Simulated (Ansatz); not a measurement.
# Mn (diamond type): the cost of one run

Program: Ansatz 0.2.0. Level of theory: DFT PBE, with the methods named in each step. These are calculated values, not measurements.

1 further run of the same task is left out (set aside as unsound or not needed).

**1. The system as given**

Symmetry: Fd-3m, No. 227, cubic system. The conventional cell has a = 4.952 Å, b = 4.952 Å, c = 4.952 Å, α = 90.00°, β = 90.00°, γ = 90.00°. Around Mn (site symmetry -43m) lie 4 Mn at 2.14 Å.

Structure file:

```cif
data_structure
_symmetry_space_group_name_H-M 'P 1'
_symmetry_Int_Tables_number 1
_cell_length_a 3.5018
_cell_length_b 3.5018
_cell_length_c 3.5018
_cell_angle_alpha 60.000
_cell_angle_beta 60.000
_cell_angle_gamma 60.000
_cell_volume 30.36
loop_
_atom_site_label
_atom_site_type_symbol
_atom_site_fract_x
_atom_site_fract_y
_atom_site_fract_z
_atom_site_occupancy
Mn1 Mn 0.87500 0.87500 0.87500 1
Mn2 Mn 0.12500 0.12500 0.12500 1
```

Whether this phase is the stable one at these pressures isn't tested.

Atoms are numbered in the order of the input: Mn1, Mn2.

**2. The reference volume, LAPW**

input.yaml

```yaml
crystal:
  lattice:
    - [0.0, 2.4761532093, 2.4761532093]
    - [2.4761532093, 0.0, 2.4761532093]
    - [2.4761532093, 2.4761532093, 0.0]
  atoms:
    - { symbol: Mn, position: [-0.125, -0.125, -0.125], spin: 3.0 }
    - { symbol: Mn, position: [0.125, 0.125, 0.125], spin: 3.0 }
magnetization:
  spin_polarized: true
kpoints:
  mp_grid: { grid: [14, 14, 14] }
  band_path:
    path:
      - [0.0, 0.0, 0.0]
      - [0.5, 0.0, 0.5]
      - [0.625, 0.25, 0.625]
      - [0.375, 0.375, 0.75]
      - [0.0, 0.0, 0.0]
      - [0.5, 0.5, 0.5]
      - [0.5, 0.25, 0.75]
      - [0.5, 0.0, 0.5]
    npoints: 14
scf:
  occupations: { method: fermi_dirac, width: 0.1 }
hamiltonian:
  xc: pbe
  pseudopotentials: { kind: all_electron, lapw: { basis_error: 0.001 } }
output:
  forces: true
  stress: true
  eigenvalues: true
  populations: true
  dos: { projected: true, de: 0.2, e_range: [-14, 8] }
```

Run with:

```sh
> ansatz run input.yaml --threads 1 --pin off --max-ram 3072MiB --backend cpu --events-out ev --progress --plain --runs-dir out
```

What time and memory should one allow on 1 thread of Arm Neoverse V1, shared host?

About 9.1 min, with a peak of 0.96 GiB.
